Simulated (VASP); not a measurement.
# In in VASP: further runs, part 2 of 2

VASP 6.6.1. Earlier steps stand in the parts before.

### Step 3. Relaxation of the atoms, PBE+D3 (the (0 0 1) slab of In, cut from the database cell, not relaxed)

The input, INCAR:

```
SYSTEM = In
  PREC = Accurate
  ENCUT = 520
  EDIFF = 1E-7
  ISMEAR = 0
  SIGMA = 0.05
  LREAL = .False.
  LASPH = .True.
  NELM = 100
  ALGO = Normal
  ISIF = 2
  LWAVE = .False.
  LCHARG = .False.
  LDIPOL = .True.
  IDIPOL = 3
  DIPOL = 0.5 0.5 0.500
  GGA = PE
  IVDW = 11
  IBRION = 2
  NSW = 40
  EDIFFG = -0.005
```

The input, KPOINTS:

```
Automatic mesh
0
Gamma
  9 9 1
  0 0 0
```

The input, POSCAR:

```
In
1.0
    3.3354847820      0.0000000000      0.0000000000
   -1.6677423910      2.8886145552      0.0000000000
    0.0000000000      0.0000000000     26.0182858400
In
5
Selective dynamics
Direct
    0.6666666700      0.3333333400      0.2882588056  F F F
    0.3333333300      0.6666666600      0.3941294028  F F F
    0.6666666700      0.3333333400      0.5000000000  T T T
    0.3333333300      0.6666666600      0.6058705972  T T T
    0.6666666700      0.3333333400      0.7117411944  T T T
```

Potentials or basis: VASP PAW PBE potentials, release 64 (In_d).

Command:

```sh
cat potpaw_PBE.64/In_d/POTCAR > POTCAR
mpirun -np 1 vasp_std > vasp.out
```

OUTCAR:

```text
SYSTEM = In
   PREC = Accurate
   ENCUT = 520
   EDIFF = 1E-7
   ISMEAR = 0
   LREAL = .False.
   LASPH = .True.
   NELM = 100
   ISIF = 2
   GGA = PE
   IVDW = 11
   IBRION = 2
   NSW = 40
   EDIFFG = -0.005
 IVDW          = 11

 ion  position               nearest neighbor table
   1  0.667  0.333  0.288-   2 3.36   2 3.36   2 3.36
   2  0.333  0.667  0.394-   1 3.36   1 3.36   3 3.36   3 3.36   1 3.36   3 3.36
   3  0.667  0.333  0.500-   2 3.36   4 3.36   2 3.36   4 3.36   2 3.36   4 3.36
   4  0.333  0.667  0.606-   5 3.36   5 3.36   3 3.36   3 3.36   5 3.36   3 3.36
   5  0.667  0.333  0.712-   4 3.36   4 3.36   4 3.36

  LATTYP: Found a hexagonal cell.
[... 423 lines left out ...]
  free energy    TOTEN  =       -12.40106607 eV

  energy without entropy =      -12.39659373  energy(sigma->0) =      -12.39882990

 E-fermi :   2.0973     XC(G=0):  -6.0613

 val. band max:        2.0050665705   @ k =   0.2222   0.0000   0.0000
 cond. band min:       2.1132301178   @ k =   0.3333   0.3333   0.0000
 fundamental gap:      0.1081635473
 Fermi energy:         2.0973345372

 k-point     1 :       0.0000    0.0000    0.0000
  band No.  band energies     occupation
      1     -12.6368      2.00000
      2     -12.6283      2.00000
      3     -12.5802      2.00000
      4     -12.5802      2.00000
      5     -12.5704      2.00000
      6     -12.5704      2.00000
[... 493 lines left out ...]
     38       2.8578      0.00000
     39       3.2573      0.00000

------------------------ aborting loop because EDIFF is reached ----------------------------------------

 vacuum level on the upper side and lower side of the slab       (xc-potential included)        -0.019         0.006

 Edisp (eV)   -0.70505

 E8    (eV) :    -0.4240

  FORCE on cell =-STRESS in cart. coord.  units (eV):
  Direction    XX          YY          ZZ          XY          YZ          ZX
  --------------------------------------------------------------------------------------
  -------------------------------------------------------------------------------------
  Total      -1.97832    -1.97832     0.31482     0.00000     0.00000     0.00000
  in kB     -12.64384   -12.64384     2.01205     0.00000     0.00000     0.00000
  external pressure =       -7.76 kB  Pullay stress =        0.00 kB
[... 20 lines left out ...]
  FREE ENERGIE OF THE ION-ELECTRON SYSTEM (eV)
  ---------------------------------------------------
  free  energy   TOTEN  =       -13.1061176706 eV

  energy  without entropy=      -13.1016453291  energy(sigma->0) =      -13.10388150

 reached required accuracy - stopping structural energy minimisation

 vacuum level on the upper side and lower side of the slab         5.993         6.018
```

OSZICAR:

```text
N       E                     dE             d eps       ncg     rms          rms(c)
DAV:   1     0.632805550710E+03    0.63281E+03   -0.31068E+04   968   0.185E+03
DAV:   2     0.559184364902E+02   -0.57689E+03   -0.56852E+03   936   0.476E+02
DAV:   3    -0.955151557682E+01   -0.65470E+02   -0.64543E+02  1076   0.194E+02
[... 320 lines left out ...]
DAV:   5    -0.124010632213E+02    0.48443E-06   -0.80451E-05  1418   0.104E-01    0.370E-02
DAV:   6    -0.124010646707E+02   -0.14495E-05   -0.13336E-05  1116   0.365E-02    0.341E-02
DAV:   7    -0.124010650307E+02   -0.35998E-06   -0.73694E-07  1220   0.152E-02    0.241E-02
DAV:   8    -0.124010657757E+02   -0.74497E-06   -0.20965E-06  1107   0.428E-02    0.370E-03
DAV:   9    -0.124010660547E+02   -0.27897E-06   -0.95324E-07  1286   0.139E-02    0.493E-03
DAV:  10    -0.124010660745E+02   -0.19863E-07   -0.11075E-07   582   0.427E-03
  20 F= -.13106118E+02 E0= -.13103881E+02  d E =-.828079E-04
```

CONTCAR:

```text
In
   1.00000000000000
     3.3354847820000000    0.0000000000000000    0.0000000000000000
    -1.6677423910000000    2.8886145552000002    0.0000000000000000
     0.0000000000000000    0.0000000000000000   26.0182858400000008
  In
     5
Selective dynamics
Direct
     0.6666666699999979    0.3333333400000029    0.2882588056000017   F   F   F
     0.3333333300000021    0.6666666599999971    0.3941294027999973   F   F   F
     0.6666666699999979    0.3333333400000029    0.5050275791645814   T   T   T
     0.3333333300000021    0.6666666599999971    0.6170787091368086   T   T   T
     0.6666666699999979    0.3333333400000029    0.7266754178966703   T   T   T

  0.00000000E+00  0.00000000E+00  0.00000000E+00
  0.00000000E+00  0.00000000E+00  0.00000000E+00
  0.00000000E+00  0.00000000E+00  0.00000000E+00
  0.00000000E+00  0.00000000E+00  0.00000000E+00
  0.00000000E+00  0.00000000E+00  0.00000000E+00
```

Wall time 48 min (1 thread of Intel Xeon Platinum 8259CL at 2.50GHz (Skylake/Cascade Lake), shared host); peak memory 0.46 GiB.

What came out:

| Property | Result |
| --- | --- |
| Free energy | -13.1061 eV |
| Energy gained by relaxing | 3.9 meV/atom |
| Ionic steps | 20 |
| Band gap on the k mesh | none (metal or under the smearing width) |
| Dispersion energy per atom | -0.141 eV |

Step by step:
| step | energy change (eV) | largest force (eV/Å) | pressure (GPa) |
| --- | --- | --- | --- |
| 1 | 0.0000 | 0.0976 | -0.15 |
| 2 | -0.0005 | 0.0972 | -0.13 |
| 3 | -0.0015 | 0.0962 | -0.15 |
| 4 | -0.0012 | 0.1125 | -0.18 |
| 5 | -0.0018 | 0.0956 | -0.17 |
| 6 | -0.0023 | 0.0930 | -0.15 |
| 7 | -0.0034 | 0.0875 | -0.17 |
| 8 | -0.0035 | 0.0794 | -0.27 |
| 9 | -0.0038 | 0.0805 | -0.24 |
| 10 | -0.0045 | 0.0844 | -0.26 |
| 11 | -0.0067 | 0.0950 | -0.30 |
| 12 | -0.0108 | 0.1224 | -0.49 |
| 13 | -0.0186 | 0.1460 | -0.71 |
| 14 | 0.0026 | 0.2690 | -0.99 |
| 15 | -0.0191 | 0.1415 | -0.75 |
| 16 | -0.0191 | 0.1676 | -0.80 |
| 17 | -0.0196 | 0.1474 | -0.75 |
| 18 | -0.0196 | 0.1487 | -0.79 |
| 19 | -0.0197 | 0.1476 | -0.78 |
| 20 | -0.0197 | 0.1465 | -0.78 |

Final structure:
```cif
data_structure
_symmetry_space_group_name_H-M 'P 1'
_symmetry_Int_Tables_number 1
_cell_length_a 3.3355
_cell_length_b 3.3355
_cell_length_c 26.0183
_cell_angle_alpha 90.000
_cell_angle_beta 90.000
_cell_angle_gamma 120.000
_cell_volume 250.68
loop_
_atom_site_label
_atom_site_type_symbol
_atom_site_fract_x
_atom_site_fract_y
_atom_site_fract_z
_atom_site_occupancy
In1 In 0.66667 0.33333 0.28826 1
In2 In 0.33333 0.66667 0.39413 1
In3 In 0.66667 0.33333 0.50503 1
In4 In 0.33333 0.66667 0.61708 1
In5 In 0.66667 0.33333 0.72668 1
```

Levels at points of the mesh, in eV from the Fermi level:
```
           k point  band 29  band 30  band 31  band 32  band 33  band 34  band 35  band 36
(0.00, 0.00, 0.00)    -6.64    -5.47    -2.67    -1.04     1.05     2.83     3.82     4.06
```
